Anyone who measures how fast a tunnelling signal dies as the tip is withdrawn has to choose a bias, and has to decide whether the barrier read from that decay may be taken as the work function of the surface. A simple rule seems to settle the choice. The higher a level lies, the less energy separates it from the vacuum, and the more slowly its density should fade outside the surface. A larger positive bias, which brings in higher empty levels, should then give a lower barrier. For the As-terminated (100) face of AlAs, computed here with density functional theory, the rule gives the right direction only up to +0.25 V; beyond that the barrier climbs again.

Tersoff-Hamann STM images of an As-terminated AlAs(100) slab, computed with Ansatz 0.2.0 (PBEsol, plane-wave PAW, no spin polarisation). The cutoff is 420 eV, the k mesh 15 × 15 × 1 and the Gaussian smearing 0.05 eV. Bias is counted from the Fermi level; mean density and brightest point refer to a plane 3 Å above the topmost nucleus.

```
bias (V)  log10 mean density (log10 of e/angstrom^3)  brightest over  apparent barrier at 4 angstrom (eV)
  -2.000                                      -3.573              As                                7.469
  -1.000                                      -3.616              As                                7.406
  -0.500                                      -3.699              As                                7.239
  -0.250                                      -3.989              As                                6.972
   0.250                                      -4.271              As                                6.200
   0.500                                      -4.237              As                                6.287
   1.000                                      -4.214              As                                6.327
   1.500                                      -4.198              As                                6.365
```

Each row is an image made of all states between the Fermi level, which is zero bias, and the stated bias. Negative rows collect filled states and positive rows collect empty ones. The log10 mean density belongs to a plane 3 Å above the topmost nucleus, and "brightest over" names the atom under the brightest point of the image. The images are cumulative: the one at +1.5 V still contains everything that was in the one at +0.25 V.

The apparent barrier is a decay rate expressed as an energy. If the mean density falls with height z as exp(−2κz), the barrier B is

B = (ħ²/2m) κ²

where m is the electron mass and ħ²/2m is about 3.8 eV Å². For a state that is uniform along the surface, all of this energy comes from the depth of the level below the vacuum:

B = W − E

Here W is the work function, 6.06 eV for this slab, and E is the energy of the state counted from the Fermi level. This is the simple rule in its exact form, and it has no adjustable constant.

To apply it to a cumulative image, one needs the average energy of the states that make up the image. Each bias window was therefore placed at its middle energy and weighted with the density that it contributes at 4 Å. The result is a smooth curve that falls gently from the most negative bias to the most positive one. It also assumes that the potential at 4 Å has already reached its vacuum value, which is an approximation so close to the surface.

The computed barriers follow the direction of this curve from −2 V to +0.25 V. The rows at +0.5, +1 and +1.5 V break it. Between +0.25 and +1.5 V the rule asks for a fall of 0.06 eV, while the calculation gives a rise of 0.17 eV, so the break amounts to 0.22 eV before rounding. The expected fall is small because the first window still dominates the image at +1.5 V.

The level of the curve is wrong as well as its slope. Every computed barrier lies above the energy-only value, by 0.27 eV at +0.25 V and by up to 1.04 eV among the filled states. Some cause of faster decay is thus at work in all the images, and it happens to be weakest in the first window of empty states. The upturn begins where the image leaves that window.

Subtracting each positive image from the next larger one shows what the extra bias brings in. The first quarter of a volt holds only 36 percent of the empty states found up to +1.5 V, yet it supplies 84 percent of the density at 3 Å. The remaining states are numerous but hardly seen by the tip. Counted per state, the window from +1 to +1.5 V gives about one sixteenth of the density that the first window gives.

A low density alone would not reveal the reason. A state that lives inside the slab, or on its lower face, is also faint above the upper face, but if it is uniform along the surface, it should fade in the vacuum at the rate set by its energy. The added states fade faster. From 3 to 4 Å the density of the first empty window falls 12.6-fold, close to the 12.1-fold fall that its energy demands. The three windows above it fall 19- to 25-fold, although their higher energies should have made the fall gentler.

The likely cause is structure along the surface. Suppose that a wavefunction changes sign from one place on the surface to the next. Seen from far above, the positive and negative patches overlap and cancel, and the cancellation becomes more complete with every step outward. The density then dies faster than the energy of the state would suggest. A state with the same sign everywhere loses only its unevenness and keeps a uniform part, which fades at the rate set by the energy.

The Schrödinger equation puts this in a compact form. In the vacuum a state is a sum of waves, each with a wave vector q along the surface. Motion along the surface takes up kinetic energy, and the motion away from it has to make up the difference by a steeper decay:

B = W − E + (ħ²/2m) q²

The rule that failed is this equation with q set to zero. Raising E lowers the barrier, but if the higher states also have a larger q, the last term can outweigh the gain.

The size of that term follows from the spacing of the atoms. The surface cell is a square with an edge of about 4.0 Å. A wave that changes sign from each cell to the next along one edge has q = π/4.0 Å⁻¹, which gives a lateral energy of 2.3 eV. If it changes sign along both edges, the energy doubles to 4.7 eV. These are large amounts beside the 1.25 eV by which the bias extends from the first window to the last row.

The window from +1 to +1.5 V serves as a worked case. Its middle lies at 1.25 eV, so a laterally uniform state has B = 6.06 − 1.25 ≈ 4.8 eV. Then κ = √(4.8/3.8) ≈ 1.12 Å⁻¹, and the density should fall by exp(2 × 1.12), or about 9.4-fold, for each ångström. The calculation gives a 25-fold fall from 3 to 4 Å, so the energy-only estimate is too gentle by a factor of about 2.6.

Now let the state change sign between cells. With the lateral energy for one edge the barrier becomes 7.1 eV and the fall about 15-fold. With the energy for both edges it becomes 9.5 eV and the fall about 24-fold. Sign changes between cells could therefore supply nearly all of the effect, but only if almost all the density in the window came from states that change sign along both edges. A window mixes states of many wave vectors, so finer structure inside the cell probably contributes as well. The comparison does not identify the wave vectors of the actual states, which would need images resolved by wave vector.

A second look, at greater height, supports this reading. When waves of different q are mixed, the ones with large q die first and leave the slower ones behind. The added empty windows behave in this way: their fall eases to between 14- and 17-fold from 4 to 5 Å. The first empty window and the filled windows do not; their falls steepen slightly. A potential that is still climbing towards its vacuum value would have that effect and could hide any easing, so mixing is not ruled out there. Farther out still, the mean density of all four positive images decays at nearly the same rate. The upturn thus belongs to the region close to the surface, and a barrier read there should not be carried over to a larger tip distance. The finest differences at large height deserve little weight, because the exchange-correlation potential is rough where the density is thin.

Why should the higher empty states carry more lateral structure? Neighbouring orbitals combine into a band, and the combinations near its top are generally those in which adjoining lobes meet with opposite sign. Such a meeting costs energy and also creates the sign changes that cancel in the vacuum. A sign change within a single As atom, as in a p orbital that lies along the surface, would act in the same way. For the present surface these are arguments from bonding, since the orbitals in each window were not analysed. Nor does the position in the band explain the filled windows, which lie lower and yet also decay faster than their energies demand, by a wider margin than the first empty window. The upper windows also contain few levels, and those levels are only loosely converged, so the order of the three windows among themselves should not be interpreted, and the exact size of the break is uncertain too.

The chemistry of the cut surface suggests which orbitals form this band. In bulk AlAs each As atom contributes 5/4 of an electron to each of its four bonds. An As atom in the outermost layer has lost two of its neighbours and keeps two dangling bonds, which hold 2.5 electrons where there is room for 4. That leaves 1.5 holes on each face, or 3 for the slab. The calculation finds 2.96 empty states per cell between zero and +1.5 V, in good accord with this count. The accord supports the picture without proving it, because the states were not assigned to orbitals.

The partly filled dangling bonds also offer a reason why the image does not change over from As to Al when the bias changes sign. On a semiconducting surface with both kinds of atom exposed, filled states tend to sit on As and empty states on Al. Here the slab is metallic, and both kinds of state near the Fermi level can belong to the same As orbitals. The shape of the surface helps too, for the nearest Al layer lies 1.4 Å below the top As. Both would favour As, which is brightest in every row.

This metallic state is partly a product of the model. The surface was kept in its smallest cell, where the As atoms cannot pair up, and spin polarisation was left out although the number of electrons is odd. Real AlAs(100) rearranges its surface atoms, which changes the dangling bonds and hence the states near the Fermi level. The numbers explain how lateral structure can overturn the simple rule; they do not predict the images of the rearranged surface.

For the choice of bias on this model surface, with the electric field between tip and sample left out, the consequence is that a higher positive voltage buys little. Going from +0.25 to +1.5 V raises the mean density at 3 Å by a factor of 10^(4.271 − 4.198), or about 1.2. At the computed decay rate, withdrawing the tip by less than 0.1 Å cancels that gain. Nor does the higher voltage bring the apparent barrier closer to the work function. At 4 Å the barrier exceeds the work function in every row, by 0.14 eV at the least and 1.41 eV at the most, so a decay read this close reflects the energies and the pattern of the imaged states as well as the height of the vacuum level. In an experiment the applied voltage also tilts the potential between tip and sample, and at +1.5 V this tilt can change the barrier by more than the 0.17 eV rise found here.
